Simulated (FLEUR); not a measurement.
# SnO2 (R-3m) in FLEUR: further runs, part 2 of 2

FLEUR MaX-R8.1 (later development tree). The steps go on from the part before.

**3. Equation of state, LDA, 13.63 Å³/atom (volume scaled by 0.94)**

Changes to inp.xml since step 2:

```diff
@@ -6,3 +6,3 @@
    <calculationSetup>
-      <cutoffs Kmax="4.62" Gmax="14.3" GmaxXC="14.3" numbands="0"/>
+      <cutoffs Kmax="4.77" Gmax="14.8" GmaxXC="14.8" numbands="0"/>
       <scfLoop itmax="60" minDistance="0.00001" maxIterBroyd="15" imix="Anderson" alpha="0.05" precondParam="0.0" spinf="2.0" sdNocoIR="T"/>
@@ -24,3 +24,3 @@
       <xi:include xmlns:xi="http://www.w3.org/2001/XInclude" href="sym.xml"> </xi:include>
-      <bulkLattice scale="1.0">
+      <bulkLattice scale="0.9795861087">
          <bravaisMatrix>
@@ -34,3 +34,3 @@
       <species name="Tin (Sn)" element="Sn" atomicNumber="50">
-         <mtSphere radius="2.16" gridPoints="715" logIncrement="0.018"/>
+         <mtSphere radius="2.09" gridPoints="715" logIncrement="0.018"/>
          <atomicCutoffs lmax="9" lnonsphr="9"/>
@@ -50,3 +50,3 @@
       <species name="Oxygen (O)" element="O" atomicNumber="8">
-         <mtSphere radius="1.56" gridPoints="517" logIncrement="0.021"/>
+         <mtSphere radius="1.51" gridPoints="517" logIncrement="0.021"/>
          <atomicCutoffs lmax="8" lnonsphr="8"/>
```

Potentials or basis: all-electron, FLAPW.

Run with:

```
$ inpgen -f crystal.txt -profile fastHighL
$ # inp.xml edited to the form shown
$ fleur_MPI
```

The log of the run:

```text
Welcome to FLEUR        (www.flapw.de)
      MaX-Release 8.1          (www.max-centre.eu)

 ========== k-point set info ==========
 Selected k-point list: default-1
 k-point list type: mesh
 10 x 10 x 10
 Number of k points: 116

 ------------Calculation Setup---------------------------
 Number of MPI-tasks      :            1
 Number of PE/node        :            1
 Number of OMP-threads    :            1
 Most efficient MPI parallelization for:
           1           2           4          29          58         116
 Additional eigenvalue parallelization possible
 Number of basis functions:          634
 Approximate size of matrices (H+S) per k-point:         0.006 GB
 --------------------------------------------------------
 Iteration:     1   Distance:      23.99988201 me/bohr^3
 Iteration:     2   Distance:      20.50911609 me/bohr^3
 Iteration:     3   Distance:       7.63237794 me/bohr^3
 Iteration:     4   Distance:       4.17566983 me/bohr^3
 Iteration:     5   Distance:       1.52332971 me/bohr^3
 Iteration:     6   Distance:       0.34665328 me/bohr^3
 Iteration:     7   Distance:       0.30035065 me/bohr^3
 Iteration:     8   Distance:       0.04533659 me/bohr^3
 Iteration:     9   Distance:       0.02550083 me/bohr^3
 Iteration:    10   Distance:       0.00924275 me/bohr^3
 Iteration:    11   Distance:       0.00196759 me/bohr^3
 Iteration:    12   Distance:       0.00177795 me/bohr^3
 Iteration:    13   Distance:       0.00012263 me/bohr^3
 Iteration:    14   Distance:       0.00003820 me/bohr^3
 Iteration:    15   Distance:       0.00000622 me/bohr^3

 ********************************************************************
 Run finished successfully
 Stop message:
   all done
 ********************************************************************
```

out.xml (last iteration):

```text
<iteration numberForCurrentRun="   15" overallNumber="   15">
         <energyParameters units="Htr">
            <atomicEP atomType="1" spin="1" branch="5s" branchLowest="-4.49" branchHighest="1.84" value="-0.2268858910"/>
            <atomicEP atomType="1" spin="1" branch="5p" branchLowest="-2.85" branchHighest="2.74" value="-0.0659415006"/>
            <atomicEP atomType="1" spin="1" branch="4d" branchLowest="-16.98" branchHighest="-0.39" value="-0.5419433508"/>
[... 113 lines left out ...]
            </atomTypeDependentContributions>
            <tkbTimesEntropy value="0.0000000000"/>
            <freeEnergy value="-6323.4388192920"/>
            <extrapolationTo0K value="-6323.4388192920"/>
         </totalEnergy>
         <densityConvergence units="me/bohr^3">
            <chargeDensity spin="1" distance="0.0000062160"/>
         </densityConvergence>
      </iteration>
```

Wall time 3.6 min (1 thread of Arm Neoverse V2, shared host); peak memory 0.09 GiB.

What came out:

```
Free energy                                           : -172069.5361 eV
Band gap on the k mesh                                : 2.19 eV, indirect (least direct gap 2.37 eV)
Valence electrons inside the program's atomic spheres : Sn 18.77; O 4.86 (radii Sn 2.09, O 1.51 bohr)
```

Caveat: spin-orbit coupling is left out, which moves the levels of the heavy elements.

**4. Equation of state, LDA, 13.92 Å³/atom (volume scaled by 0.96)**

Changes to inp.xml since step 3:

```diff
@@ -24,3 +24,3 @@
       <xi:include xmlns:xi="http://www.w3.org/2001/XInclude" href="sym.xml"> </xi:include>
-      <bulkLattice scale="0.9795861087">
+      <bulkLattice scale="0.9864848297">
          <bravaisMatrix>
```

Run with:

```
$ inpgen -f crystal.txt -profile fastHighL
$ # inp.xml edited to the form shown
$ fleur_MPI
```

Wall time 3.7 min (1 thread of Arm Neoverse V2, shared host); peak memory 0.09 GiB.

The run converged. Its results:

```yaml
Free_energy: -172069.5249 eV
Band_gap_on_the_k_mesh: 2.04 eV, indirect (least direct gap 2.20 eV)
Valence_electrons_inside_the_program's_atomic_spheres: Sn 18.75; O 4.85 (radii Sn 2.09, O 1.51 bohr)
```

Caveat: spin-orbit coupling is left out, which moves the levels of the heavy elements.

**5. Equation of state, LDA, 14.50 Å³/atom**

Changes to inp.xml since step 4:

```diff
@@ -24,3 +24,3 @@
       <xi:include xmlns:xi="http://www.w3.org/2001/XInclude" href="sym.xml"> </xi:include>
-      <bulkLattice scale="0.9864848297">
+      <bulkLattice scale="1.0000000000">
          <bravaisMatrix>
```

Run with:

```
$ inpgen -f crystal.txt -profile fastHighL
$ # inp.xml edited to the form shown
$ fleur_MPI
```

It took 4.1 min on 1 thread of Arm Neoverse V2, shared host; peak memory 0.09 GiB.

The run converged. Its results:

| Property | Result |
| --- | --- |
| Free energy | -172069.4536 eV |
| Band gap on the k mesh | 1.77 eV, indirect (least direct gap 1.90 eV) |
| Valence electrons inside the program's atomic spheres | Sn 18.72; O 4.82 (radii Sn 2.09, O 1.51 bohr) |

Caveat: spin-orbit coupling is left out, which moves the levels of the heavy elements.

**6. Equation of state, LDA, 15.08 Å³/atom (volume scaled by 1.04)**

Changes to inp.xml since step 5:

```diff
@@ -24,3 +24,3 @@
       <xi:include xmlns:xi="http://www.w3.org/2001/XInclude" href="sym.xml"> </xi:include>
-      <bulkLattice scale="1.0000000000">
+      <bulkLattice scale="1.0131594038">
          <bravaisMatrix>
```

Potentials or basis: all-electron, FLAPW.

Run with:

```
$ inpgen -f crystal.txt -profile fastHighL
$ # inp.xml edited to the form shown
$ fleur_MPI
```

It took 4.3 min on 1 thread of Arm Neoverse V2, shared host; peak memory 0.1 GiB.

It converged, with:

```yaml
Free_energy: -172069.3282 eV
Band_gap_on_the_k_mesh: 1.54 eV, indirect (least direct gap 1.63 eV)
Valence_electrons_inside_the_program's_atomic_spheres: Sn 18.69; O 4.80 (radii Sn 2.09, O 1.51 bohr)
```

Caveat: spin-orbit coupling is left out, which moves the levels of the heavy elements.

**7. Equation of state, LDA, 15.37 Å³/atom (volume scaled by 1.06)**

Changes to inp.xml since step 6:

```diff
@@ -24,3 +24,3 @@
       <xi:include xmlns:xi="http://www.w3.org/2001/XInclude" href="sym.xml"> </xi:include>
-      <bulkLattice scale="1.0131594038">
+      <bulkLattice scale="1.0196128224">
          <bravaisMatrix>
```

Run with:

```
$ inpgen -f crystal.txt -profile fastHighL
$ # inp.xml edited to the form shown
$ fleur_MPI
```

Run time: 4.5 min. Hardware: 1 thread of Arm Neoverse V2, shared host; peak memory 0.1 GiB.

It converged, with:

```
Free energy                                           : -172069.2491 eV
Band gap on the k mesh                                : 1.43 eV, indirect (least direct gap 1.51 eV)
Valence electrons inside the program's atomic spheres : Sn 18.68; O 4.79 (radii Sn 2.09, O 1.51 bohr)
```

Caveat: spin-orbit coupling is left out, which moves the levels of the heavy elements.

**8. Equation of state, LDA**

This step only gathers the single runs of the series.

Results:

```yaml
Equilibrium_volume: "13.60 Å³/atom (rough: see the caveat)"
Bulk_modulus_at_fixed_shape_and_positions: 168 GPa (rough)
```

Energy against volume, from the lowest point:
```tsv
volume (Å³/atom)	energy (meV/atom)
13.626	0.00
13.916	3.74
14.496	27.50
15.075	69.32
15.365	95.66
```

Caveat: the minimum lies outside the volumes run; the cell was scaled at fixed shape and fractional positions, which overstates the stiffness of a crystal with free parameters, most of all of layers and chains.
